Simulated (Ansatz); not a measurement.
# Pd (P6_3/mmc) in Ansatz: reference runs

Reference runs on Pd: the cell as given and a disturbed copy.

Program: Ansatz 0.2.0. These are calculated values, not measurements. Logs are shortened: lines on timing, memory, paths and dates and some standing lists are left out, and cuts for length are marked.

## (1) The crystal as given

It takes space group P6_3/mmc (No. 194, hexagonal). The conventional cell has a = 2.763 Å, b = 2.763 Å, c = 9.118 Å, α = 90.00°, β = 90.00°, γ = 120.00°. Around Pd (site symmetry -6m2) lie 12 Pd at 2.76 to 2.78 Å. Pd (site symmetry -3m) is surrounded by 12 Pd at 2.76 to 2.78 Å.

This isn't the form of Pd at room conditions, which is fcc.

## (2) Single point, PBE

input.yaml reads:

```yaml
crystal:
  lattice:
    - [2.7625616691, 0.0, 0.0]
    - [-1.3812808346, 2.392448585, 0.0]
    - [0.0, 0.0, 9.11839409]
  atoms:
    - { symbol: Pd, position: [0.6666666667, 0.3333333333, 0.75] }
    - { symbol: Pd, position: [0.0, 0.0, 0.5] }
    - { symbol: Pd, position: [0.3333333333, 0.6666666667, 0.25] }
    - { symbol: Pd, position: [0.0, 0.0, 0.0] }
hamiltonian:
  xc: pbe
  pseudopotentials: { kind: paw }
kpoints:
  mp_grid: { grid: [11, 11, 3] }
scf:
  occupations: { method: fermi_dirac, width: 0.05 }
output:
  forces: true
  stress: true
  eigenvalues: true
```

Potentials or basis: Ansatz PAW.

Run with:

```bash
$ ansatz run input.yaml --threads 2 --pin off --max-ram 5120MiB --backend cpu --events-out ev --progress --plain --runs-dir out
```

The log of the run:

```text
Warning: RAYON_NUM_THREADS=2 ignored (pool sized by the plan → 2); use --threads N
Engine: ansatz 0.2.0, aarch64-unknown-linux-gnu
Pseudopotentials: kind: paw
Pseudopotential: Pd, paw, valence charge 18, recommended cutoff 420 eV (normal), Pd.paw.azcp
Functional definition: PBE
  parameter kappa = 0.804
  parameter beta = 0.06672455060314922
  exchange = pbe_x(kappa = kappa, mu = beta*pi^2/3)
  correlation = pbe_c(beta = beta)
Crystal: 4 atoms, lattice volume = 60.266 Å³
Basis set: ecut = 420 eV, 1177 PW (Γ), exchange–correlation on 40×40×128 points (8 copies of the dense FFT grid, shifted against one another)
Bands: 44, of which v1, the nominal top of the filled ones, is band 36 counted from 1 (35 counted from 0)
Symmetry: 24 space group operations
Space group: P63/mmc (ITA 194), of the structure as read, at distance tolerance 3.9e-5 Å
k-points: 32 of 363
Non-local potential: Pd, projectors of the file, l = 0: 2, l = 1: 2, l = 2: 2, l = 3: 1
PAW form: soft (Blöchl's): semilocal exchange-correlation on the pseudo side does not see the compensation charge
PAW one-centre angular grid: Pd, 590 points (default); XC on 64 Gauss nodes
Initial density: superposition of atomic densities (neutral atoms: chi_scale 0, normalization atom), corrected by the library's trained network
Initial wavefunctions: pseudopotential atomic-orbital guess
Functional: x = pbe(κ = 0.804, μ = 0.2195149727645171), c = pbe(β = 0.06672455060314922)
SCF iter   1: F=—  HF=-27891.339693 eV  |F-HF|=—  |Δ(HF+E_count)|=         —  Δρ=6.48e-3  dr2=1.70e-2  ethr=1.77e-3  ⟨swp⟩=6.4  Hψ=5439  notcnv=0  defer=4
preconditioner: auto → Kerker (q_TF=auto, 2.810 Å⁻¹)  [metal: Δε(μ)=0.014 eV  Ē_g=9.253 eV  σ=0.050 eV  W_gap=0.07  n_scr=26 (ndim 8)  ℏωp=30.3 eV  f_vac=0.000  D(μ)=10.50/eV (n_scr^D=190)]
SCF iter   2: F=—  HF=-27891.339347 eV  |F-HF|=—  |Δ(HF+E_count)|=   3.46e-4  Δρ=3.02e-3  dr2=4.00e-3  ethr=2.36e-5  ⟨swp⟩=1.3  Hψ=1706  notcnv=0  defer=12
SCF iter   3: F=—  HF=-27891.339457 eV  |F-HF|=—  |Δ(HF+E_count)|=   1.10e-4  Δρ=5.07e-4  dr2=2.94e-4  ethr=5.55e-6  ⟨swp⟩=1.0  Hψ=1347  notcnv=0  defer=12
SCF iter   4: F=—  HF=-27891.339454 eV  |F-HF|=—  |Δ(HF+E_count)|=   2.85e-6  Δρ=1.52e-4  dr2=1.37e-5  ethr=4.08e-7  ⟨swp⟩=1.1  Hψ=1349  notcnv=0  defer=12
SCF iter   5: F=—  HF=-27891.339479 eV  |F-HF|=—  |Δ(HF+E_count)|=   2.52e-5  Δρ=4.93e-5  dr2=3.61e-6  ethr=1.90e-8  ⟨swp⟩=2.2  Hψ=2015  notcnv=0  defer=12
SCF iter   6: F=-27891.339479 eV  HF=-27891.339479 eV  |F-HF|=1.78e-8  |Δ(HF+E_count)|=   1.91e-7  Δρ=1.38e-5  dr2=8.80e-8  ethr=1.39e-10  ⟨swp⟩=6.5  Hψ=5400  notcnv=0
SCF 1 converged in 6 iterations: F = -27891.339479 eV  dr2 = 8.80e-8
SCF converged after 6 iterations
Free energy (F): -27891.339479 eV
Harris-Foulkes:  -27891.339479 eV  (|F-HF|=1.78e-8)
Internal energy: -27891.253870 eV  (E = F + TS)
E sigma→0 (E₀):  -27891.296675 eV
Entropy (-TS):   -0.085609 eV (-21.402 meV/atom)
Fermi energy:    19.284621 eV
--- Per-component energies (eV) ---
  E_band       = -579.845422
  E_kinetic    = 2054.242592
  E_local      = -7115.861033  (includes V_loc(G=0)·N_el)
  E_nonlocal   = 868.843966
  E_hartree    = 2888.446788
  E_xc         = -674.616014
  E_vxc        = -846.396891  (∫ρ·V_xc dr)
  E_paw        = -15000.896666  (= ΣΔE_a)
  E_vpaw       = -1317.568440  (= ΣTr[D̂ρ^β])
  E_aug_tail   = 0.000911  (compensation charges beyond the density's cutoff)
  E_ewald      = -10911.414414
  E_smearing   = -0.085609  (= −TS)
  E_closure    = 0.000000  (closes the sum)
  Σ components = -27891.339479   (vs F -27891.339479, Δ=0.00e0)
--- Forces (eV/Å), atoms counted from 1 ---
  atom   1  Pd    -0.00000000     0.00000000     0.00000000
  atom   2  Pd    -0.00000000     0.00000000     0.00000000
  atom   3  Pd     0.00000000    -0.00000000     0.00000000
  atom   4  Pd    -0.00000000    -0.00000000    -0.00000000
  max |Σ_I F_I| component: 1.16e-17 eV/Å
--- Stress (GPa, compression-positive) ---
        3.615220      -0.000000       0.000000
       -0.000000       3.615220       0.000000
        0.000000       0.000000       3.193327
  P = ⅓ Tr σ = 3.4746 GPa (34.746 kbar)
--- Band table (eV; the first three rows and the last of 32) ---
  k-point 0: bands = ["-64.7973", "-64.7825", "-64.7600", "-64.7451", "-30.6652", "-30.5032", "-30.4576", "-30.3728", "-30.3728", "-30.3515", "-30.3515", "-30.3416", "-30.3416", "-30.3202", "-30.3202", "-30.2923", "12.2664", "13.9044", "13.9107", "14.1137", "16.4513", "16.4531", "16.4830", "16.4830", "16.4953", "16.5125", "16.5125", "16.7816", "16.7816", "16.8532", "16.8532", "17.7991", "17.7991", "18.2452", "18.2452", "18.5840", "18.5840", "19.1430", "19.1430", "20.2215", "26.2409", "33.2435", "33.4121", "36.0613"]
  k-point 1: bands = ["-64.7945", "-64.7875", "-64.7549", "-64.7479", "-30.6410", "-30.5753", "-30.3847", "-30.3694", "-30.3694", "-30.3604", "-30.3604", "-30.3327", "-30.3327", "-30.3236", "-30.3236", "-30.3173", "12.5083", "13.1639", "14.1546", "14.1931", "16.2628", "16.3815", "16.5340", "16.5340", "16.5664", "16.5664", "16.7133", "16.7133", "16.7680", "16.7680", "17.5662", "17.9094", "17.9094", "18.1164", "18.1164", "18.7641", "18.7641", "19.0288", "19.0288", "19.2264", "27.5923", "30.3446", "35.4715", "36.2687"]
  k-point 2: bands = ["-64.7938", "-64.7798", "-64.7572", "-64.7431", "-30.6555", "-30.5058", "-30.4638", "-30.3962", "-30.3803", "-30.3670", "-30.3600", "-30.3574", "-30.3475", "-30.3445", "-30.3246", "-30.2959", "12.5295", "14.1396", "14.1482", "14.3027", "16.1074", "16.2829", "16.3878", "16.3880", "16.4236", "16.6410", "16.6444", "16.8024", "16.9496", "16.9544", "17.0084", "17.5961", "17.6635", "18.1748", "18.2876", "18.5616", "18.5890", "18.7410", "19.1670", "21.4418", "26.2406", "33.4335", "33.5699", "36.2470"]
  k-point 31: bands = ["-64.7442", "-64.7441", "-64.7214", "-64.7213", "-30.6285", "-30.6238", "-30.6000", "-30.5959", "-30.5551", "-30.5462", "-30.5305", "-30.5059", "-30.4239", "-30.4186", "-30.3896", "-30.3701", "14.9152", "14.9726", "15.3246", "15.3398", "15.4545", "15.5999", "15.8229", "15.9437", "16.3867", "16.4884", "16.5884", "16.8050", "17.4231", "17.5584", "18.0743", "18.2101", "18.8437", "19.0022", "19.1056", "19.1727", "24.4972", "24.7138", "25.3980", "25.3992", "27.0458", "27.6389", "28.3887", "28.6040"]
```

It took 1.3 s on 2 threads of Arm Neoverse V2, shared host; peak memory 0.35 GiB.

What came out:

* Free energy: -27891.3395 eV
* Pressure: 3.5 GPa
* Band gap on the k mesh: none (metal or under the smearing width)

Stress tensor (GPa, compression positive):
```
3.62 0.00 0.00
0.00 3.62 0.00
0.00 0.00 3.19
```

## (3) Single point, PBE (atoms moved at random, drawn with an rms of 0.05 Å)

input.yaml reads:

```yaml
crystal:
  lattice:
    - [2.7625616691, 0.0, 0.0]
    - [-1.3812808346, 2.392448585, 0.0]
    - [0.0, 0.0, 9.11839409]
  atoms:
    - { symbol: Pd, position: [0.656451, 0.328831, 0.748734] }
    - { symbol: Pd, position: [-3.6e-05, 0.010086, 0.501205] }
    - { symbol: Pd, position: [0.341537, 0.679865, 0.251753] }
    - { symbol: Pd, position: [0.001886, -0.002689, -0.001074] }
hamiltonian:
  xc: pbe
  pseudopotentials: { kind: paw }
kpoints:
  mp_grid: { grid: [11, 11, 3] }
scf:
  occupations: { method: fermi_dirac, width: 0.05 }
output:
  forces: true
  stress: true
  eigenvalues: true
```

Potentials or basis: Ansatz PAW.

Run with:

```bash
$ ansatz run input.yaml --threads 2 --pin off --max-ram 5120MiB --backend cpu --events-out ev --progress --plain --runs-dir out
```

The log of the run:

```text
Warning: RAYON_NUM_THREADS=2 ignored (pool sized by the plan → 2); use --threads N
[... 8 set-up lines as earlier in the session ...]
Crystal: 4 atoms, lattice volume = 60.266 Å³
Basis set: ecut = 420 eV, 1177 PW (Γ), exchange–correlation on 40×40×128 points (8 copies of the dense FFT grid, shifted against one another)
Bands: 44, of which v1, the nominal top of the filled ones, is band 36 counted from 1 (35 counted from 0)
Symmetry: 1 space group operations
Space group: P1 (ITA 1), of the structure as read, at distance tolerance 3.9e-5 Å
[... 36 lines left out ...]
  E_smearing   = -0.085571  (= −TS)
  E_closure    = 0.000000  (closes the sum)
  Σ components = -27891.335194   (vs F -27891.335194, Δ=0.00e0)
--- Forces (eV/Å), atoms counted from 1 ---
  atom   1  Pd     0.02622827     0.02269739     0.12179521
  atom   2  Pd     0.00947636    -0.02604663    -0.09327511
  atom   3  Pd    -0.00486921    -0.02175706    -0.14156650
  atom   4  Pd    -0.03083532     0.02510636     0.11304634
  max |Σ_I F_I| component: 9.27e-8 eV/Å
--- Stress (GPa, compression-positive) ---
        3.897007       0.167817       0.007495
        0.167817       3.385498       0.023708
        0.007495       0.023708       3.285274
  P = ⅓ Tr σ = 3.5226 GPa (35.226 kbar)
--- Band table (eV; the first three rows and the last of 182) ---
  k-point 0: bands = ["-64.8035", "-64.7801", "-64.7635", "-64.7380", "-30.6697", "-30.5025", "-30.4575", "-30.3803", "-30.3729", "-30.3533", "-30.3495", "-30.3428", "-30.3389", "-30.3171", "-30.3165", "-30.2911", "12.2657", "13.9029", "13.9106", "14.1144", "16.4340", "16.4474", "16.4797", "16.4857", "16.4885", "16.5185", "16.5229", "16.7825", "16.7836", "16.8479", "16.8650", "17.7590", "17.8387", "18.2371", "18.2492", "18.5746", "18.5989", "19.1077", "19.1774", "20.2226", "26.2384", "33.2406", "33.4138", "36.0652"]
  k-point 1: bands = ["-64.8025", "-64.7833", "-64.7605", "-64.7389", "-30.6482", "-30.5715", "-30.3866", "-30.3778", "-30.3711", "-30.3601", "-30.3551", "-30.3355", "-30.3331", "-30.3196", "-30.3184", "-30.3149", "12.5068", "13.1652", "14.1434", "14.2030", "16.2569", "16.3768", "16.5269", "16.5313", "16.5674", "16.5701", "16.7106", "16.7151", "16.7666", "16.7809", "17.5668", "17.8710", "17.9447", "18.0926", "18.1417", "18.7540", "18.7744", "19.0003", "19.0579", "19.2278", "27.5880", "30.3468", "35.4688", "36.2718"]
  k-point 2: bands = ["-64.8002", "-64.7773", "-64.7610", "-64.7357", "-30.6605", "-30.5048", "-30.4630", "-30.3969", "-30.3868", "-30.3668", "-30.3587", "-30.3580", "-30.3486", "-30.3399", "-30.3217", "-30.2946", "12.5284", "14.1368", "14.1472", "14.3020", "16.1075", "16.2858", "16.3754", "16.4027", "16.4279", "16.6359", "16.6438", "16.8054", "16.9414", "16.9516", "17.0173", "17.6067", "17.6500", "18.1697", "18.2740", "18.5464", "18.5939", "18.7500", "19.1940", "21.4302", "26.2390", "33.4327", "33.5737", "36.2433"]
  k-point 181: bands = ["-64.7620", "-64.7451", "-64.7361", "-64.7117", "-30.6706", "-30.6602", "-30.6315", "-30.6152", "-30.4903", "-30.4682", "-30.4541", "-30.4380", "-30.4105", "-30.3951", "-30.3723", "-30.3543", "14.3993", "14.4823", "14.6041", "14.8211", "14.8732", "15.0606", "15.9883", "16.2079", "16.6324", "17.0680", "17.1675", "17.3539", "17.7859", "18.2493", "18.3951", "18.7236", "18.8150", "19.0172", "19.1917", "19.3654", "20.6136", "20.8882", "23.1716", "24.9647", "27.4859", "27.7832", "30.1426", "30.5701"]
```

It took 12 s on 2 threads of Arm Neoverse V2, shared host; peak memory 0.55 GiB.

What came out:

```
Free energy            : -27891.3352 eV
Pressure               : 3.5 GPa
Largest force          : 0.143 eV/Å
Band gap on the k mesh : none (metal or under the smearing width)
```

Forces on the atoms (eV/Å):
```
Pd   0.026  0.023  0.122
Pd   0.009 -0.026 -0.093
Pd  -0.005 -0.022 -0.142
Pd  -0.031  0.025  0.113
```
